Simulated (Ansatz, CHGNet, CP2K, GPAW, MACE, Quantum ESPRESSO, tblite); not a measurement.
# Which run comes nearest? P6_3/mmc (COD entry) MoS2, displaced supercell (54 atoms)

The cell holds 54 atoms: 18 Mo and 36 S. Its edges and angles: a = 9.507 Å, b = 9.507 Å, c = 12.324 Å, α = 90.0°, β = 90.0°, γ = 120.0°. It derives from MoS2 (P6_3/mmc (measured, COD)), repeated 3×3×1. P6_3/mmc (COD entry) MoS2 (cell 3.169, 3.169, 12.32, 90, 90, 120), 3 x 3 x 1 conventional cells; every coordinate displaced by a Gaussian of 0.05 Å. Then every atom was moved at random, 0.02 Å r.m.s. a Cartesian component.

Geometry: as built.

The reference, a calculation:

| Quantity | Value |
| --- | --- |
| method | Kohn-Sham DFT, PBE, SSSP efficiency 1.3.0 pseudopotentials, plane waves (Quantum ESPRESSO 7.5); sssp-pbe-1.3.0-efficiency, cutoffs 45/360 Ry, Γ point |
| r.m.s. force component | 1.188 eV/Å |
| longest force | 4.818 eV/Å |
| pressure | 4.529 GPa |
| gap (highest filled to lowest empty level) | 0.8429 eV |
| time | 3.4 min on 2 MPI ranks of Arm Neoverse V1, shared host |
| CPU time | 6.8 min |

The database entry behind the starting cell differs from later determinations by our own check (about 0.3 % long), so it need not match the best structure at ambient conditions.

**Question.** The same geometry is run in other programs. How far does each lie from the reference, and what does it cost?
- GPAW RPBE, LCAO dzp, h 0.2 Å (GPAW 26.7.0; 1 thread)
- GPAW PBE, LCAO dzp, h 0.2 Å (GPAW 26.7.0; 1 thread)
- GPAW PBE, LCAO dzp, h 0.28 Å (GPAW 26.7.0; 1 thread)
- CP2K PBE, TZVP-MOLOPT (SR for Mo), 600/50 Ry, diagonalisation (CP2K 2026.2; 4 MPI ranks)
- CP2K PBE+D3, DZVP-MOLOPT-SR, 600/50 Ry, diagonalisation (CP2K 2026.2; 2 threads)
- CP2K PBE, DZVP-UZH, 600/50 Ry, diagonalisation (CP2K 2026.2; 4 MPI ranks)
- MACE MPA-0 medium potential (MACE MPA-0 medium; 1 thread)
- CP2K r2SCAN, SCAN potentials, DZVP-UZH(SCAN), 600/50 Ry, diagonalisation (CP2K 2026.2; 4 MPI ranks)
- GPAW PBE, LCAO szp(dzp), h 0.2 Å (GPAW 26.7.0; 1 thread)
- MACE MP-0b3 medium potential (MACE MP-0b3 medium; 1 thread)

Differences are against the plane-wave reference, forces as r.m.s. over components; share is that over the reference's r.m.s. force, slope the least-squares factor from reference forces to these. Total energies of different programs have different zeros and aren't compared.

```
                                                                     run  Δ force, r.m.s. (meV/Å)  share (%)  slope  Δ pressure (GPa)  Δ gap (eV)  cores  CPU time  memory (GiB)
                                                               reference                        -          -      -                 -           -      2   6.8 min           2.2
                                            GPAW RPBE, LCAO dzp, h 0.2 Å                      296       24.9  1.106                 -      0.0035      1     4 min           1.1
                                             GPAW PBE, LCAO dzp, h 0.2 Å                      247       20.8  1.090                 -     -0.0098      1   4.1 min           1.1
                                   GPAW PBE, LCAO dzp, h 0.28 Å (coarse)                      244       20.5  1.089                 -     -0.0168      1   1.9 min          0.54
           CP2K PBE, TZVP-MOLOPT (SR for Mo), 600/50 Ry, diagonalisation                     44.1       3.71  1.021             0.566     -0.0016      4    15 min           5.5
                 CP2K PBE+D3, DZVP-MOLOPT-SR, 600/50 Ry, diagonalisation                     45.9       3.86  1.028             -2.48     -0.0037      2   9.9 min           3.4
                          CP2K PBE, DZVP-UZH, 600/50 Ry, diagonalisation                      124       10.4  1.040              2.08     -0.0035      4   7.2 min           5.1
                                             MACE MPA-0 medium potential                      213       17.9  1.025              2.68           -      1     8.1 s          0.78
CP2K r2SCAN, SCAN potentials, DZVP-UZH(SCAN), 600/50 Ry, diagonalisation                     88.3       7.43  1.062              0.75      0.0419      4    23 min           5.1
                               GPAW PBE, LCAO szp(dzp), h 0.2 Å (coarse)                      412       34.6  1.148                 -     -0.0232      1   2.9 min             1
                                            MACE MP-0b3 medium potential                      320       27.0  0.791              1.12           -      1     7.8 s          0.79
```

Rows marked coarse were listed beforehand as settings not expected to be converged; some can still land near the reference.

Times of the machine-learned potentials are mostly Python's start and the loading of weights.

CPU time is summed over cores on a shared host, where runs went side by side, so it is rough. Symmetry, cutoffs, thresholds, outputs and thread counts weren't matched or tuned between programs; memory under MPI is the largest rank's times the ranks.

The PBE runs in local orbitals, coarse settings apart, differ by 3.7 % (CP2K PBE, TZVP-MOLOPT (SR for Mo), 600/50 Ry, diagonalisation) to 21 % (GPAW PBE, LCAO dzp, h 0.2 Å); basis, grid and potentials can all enter. Machine-learned potentials differ by 18 % (MACE MPA-0 medium potential) to 27 % (MACE MP-0b3 medium potential); they were trained on other programs' data. Among those trained on PBE data the slope goes as low as 0.79, which softening far from their training structures can give, though the reference's k-sampling is untested too. Rows with another functional or a dispersion term differ by 3.9 % (CP2K PBE+D3, DZVP-MOLOPT-SR, 600/50 Ry, diagonalisation) to 25 % (GPAW RPBE, LCAO dzp, h 0.2 Å), which mixes the change of model with differences of basis and potentials, some of them made for another functional. Runs with settings chosen to be coarse differ by 21 % (GPAW PBE, LCAO dzp, h 0.28 Å) to 35 % (GPAW PBE, LCAO szp(dzp), h 0.2 Å), their programs' other errors included. Machine-learned potentials mimic data converged in k, so the reference's own k-point error enters their differences. The runs have no spin polarisation, so any moments at edges, vacancies or dangling bonds can't form. The electronic-structure runs sample only Γ, in a cell whose shortest periodic width is 8 Å.

[Logs are printed without paths, hosts, clocks, repeated set-up lines and the standing remarks that a program may print on its own settings, such as how far it seeks lower states.]

[Hosts, paths, dates, database ids (printed as entryN), source tags and the programs' standing remarks are cut or masked in the printed files.]
